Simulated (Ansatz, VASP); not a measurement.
**Two plane-wave programs on SrTiO3**

```
Sr Ti O
1.0
     3.93642    0.00000    0.00000
     0.00000    3.93642    0.00000
     0.00000    0.00000    3.93642
Sr Ti O
1 1 3
Direct
  0.00000 0.00000 0.00000
  0.50000 0.50000 0.50000
  0.50000 0.00000 0.50000
  0.50000 0.50000 0.00000
  0.00000 0.50000 0.50000
```

Alike in both runs: functional PBE; k mesh 8 × 8 × 8; occupations gaussian, width 0.02 eV; no spin polarisation.

Ansatz relaxed the structure, and its values are those at the end. VASP's run is a single point on that final structure, the one shown.

|  | VASP | Ansatz |
| --- | --- | --- |
| version | VASP 6.6.1 | Ansatz 0.2.0 |
| potentials or method | VASP PAW PBE potentials, release 64 (Sr_sv, Ti_sv, O) | scalar-relativistic, plane waves, PAW |
| plane-wave cutoff (eV) | 520 | 420 |
| valence electrons in the cell | 40 | 40 |

|  | VASP | Ansatz | Ansatz less VASP |
| --- | --- | --- | --- |
| gap on the k mesh at the Fermi level (eV) | 1.81 | 1.84 | +0.031 |
| least direct gap on the mesh (eV) | 2.18 | 2.20 | +0.021 |
| pressure (GPa) | 0.6 | 0.0 | -0.61 |

The functional is the same, so the differences come from potentials, cutoffs and numerics.

A k mesh can miss the band edges. PBE gaps usually lie below the measured ones, often by a third to a half.
